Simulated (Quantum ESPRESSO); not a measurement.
Hf, 3 atoms in the cell. The typed cell holds 3 atoms: a = 4.962 Å, b = 4.962 Å, c = 3.086 Å, α = 90.00°, β = 90.00°, γ = 120.00°. This isn't the form of Hf at room conditions, which is hcp. The cell isn't the ideal one: atoms moved at random, drawn with an rms of 0.05 Å.

- Program: Quantum ESPRESSO 7.5
- Task: single point
- Functional: PBEsol
- Potentials or basis: GBRV 1.5 PBEsol
- Cutoff: 612 eV
- Density cutoff: 4898 eV
- k mesh: 6 × 6 × 9
- Occupations: fermi-dirac, width 0.05 eV
- Spin: no spin polarisation
- Mixing beta: 0.5
- Most SCF iterations: 120
- SCF threshold: 6e-10 Ry

Potentials or basis: GBRV 1.5 PBEsol.

The run is started by

```console
$ OMP_NUM_THREADS=1 mpirun -n 2 pw.x -nk 2 -in pw.in > pw.out
```

Hardware: 2 MPI ranks on Arm Neoverse V2 (shared host).

Task: How long does it take, and how much memory?

Result: It took 110 s on 2 MPI ranks on Arm Neoverse V2, with other jobs on the host, peak memory 0.6 GiB a rank. Counts: scf iterations 13, k pools 2, bands 26, k points 164, g dense 51191.
